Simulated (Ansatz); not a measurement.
**MgSe: how the settings move a single-point run**

Aim: see which settings change the result for MgSe, by how much, and at what cost.

The COD entry's cell or inner coordinates are ideal or old and differ from later refinements, so a difference from it is no clean test against experiment.

Computed with Ansatz 0.2.0 (reference: DFT, PBE, all-electron PAW with datasets made for the crystal, scalar-relativistic, unless a step's input says otherwise).

## 1. The starting structure

The structure is cubic, space group Fm-3m (No. 225). The conventional cell has a = 5.451 Å, b = 5.451 Å, c = 5.451 Å, α = 90.00°, β = 90.00°, γ = 90.00°. Mg (site symmetry m-3m) has 6 Se at 2.73 Å as nearest neighbours. Around Se (site symmetry m-3m) lie 6 Mg at 2.73 Å.

As a file:

```xyz
2
Lattice="0.0000 2.7255 2.7255 2.7255 0.0000 2.7255 2.7255 2.7255 0.0000" Properties=species:S:1:pos:R:3 pbc="T T T"
Mg    0.0000    0.0000    0.0000
Se    2.7255    2.7255    2.7255
```

## 2. Baseline

Contents of input.yaml:

```yaml
crystal:
  lattice:
    - [0.0, 2.7255, 2.7255]
    - [2.7255, 0.0, 2.7255]
    - [2.7255, 2.7255, 0.0]
  atoms:
    - { symbol: Mg, position: [0.0, 0.0, 0.0] }
    - { symbol: Se, position: [0.5, 0.5, 0.5] }
kpoints:
  mp_grid: { grid: [8, 8, 8] }
  band_path:
    path:
      - [0.0, 0.0, 0.0]
      - [0.5, 0.0, 0.5]
      - [0.625, 0.25, 0.625]
      - [0.375, 0.375, 0.75]
      - [0.0, 0.0, 0.0]
      - [0.5, 0.5, 0.5]
      - [0.5, 0.25, 0.75]
      - [0.5, 0.0, 0.5]
    npoints: 8
scf:
  occupations: { method: fermi_dirac, width: 0.02 }
hamiltonian:
  xc: pbe
  pseudopotentials: { kind: all_electron, datasets: crystal }
output:
  forces: true
  stress: true
  eigenvalues: true
  efg: { contact_densities: true }
```

On the command line:

```
$ ansatz run input.yaml --threads 1 --pin off --max-ram 2048MiB --backend cpu --events-out ev --progress --plain --runs-dir out
```

## 3. Variant: occupations.width 0.3, xc revpbe, accuracy medium

input.yaml, as its differences from that of step 2:

```diff
@@ -22,5 +22,5 @@
 scf:
-  occupations: { method: fermi_dirac, width: 0.02 }
+  occupations: { method: fermi_dirac, width: 0.3 }
 hamiltonian:
-  xc: pbe
+  xc: revpbe
   pseudopotentials: { kind: all_electron, datasets: crystal }
@@ -31 +31,2 @@
   efg: { contact_densities: true }
+accuracy: medium
```

**Question.** What will these runs give? Wanted: for each run, ending; energy change; pressure; gap; force.

As calculated:

```csv
run,ending,energy change,pressure (GPa),gap (eV),force (eV/Å),cycles,time
reference,converged,-,2.0,1.82,0.00,7,5 s
"1: occupations.width 0.3, xc revpbe, accuracy medium",converged,not comparable,3.5,1.94,0.00,6,5 s
```

Residual by cycle in the longest SCF loop of each run; runs are numbered as in the table. The quantity is the density residual dr2, in eV.

```csv
cycle,reference,run 1
1,0.875,0.89
2,0.0434,0.0487
3,0.0056,0.00608
4,3.4e-5,4.1e-5
5,4.6e-7,8.1e-7
6,1.5e-8,2.6e-8
7,1.3e-10,-
```

A change of functional puts the total energy on another scale; the pressure goes from 2.0 to 3.5 GPa and the gap on the mesh goes from 1.82 to 1.94 eV. The smearing and accuracy level changed too.

These are semilocal Kohn-Sham gaps, which aren't the measured quantity. Such gaps usually fall short of the measured ones.
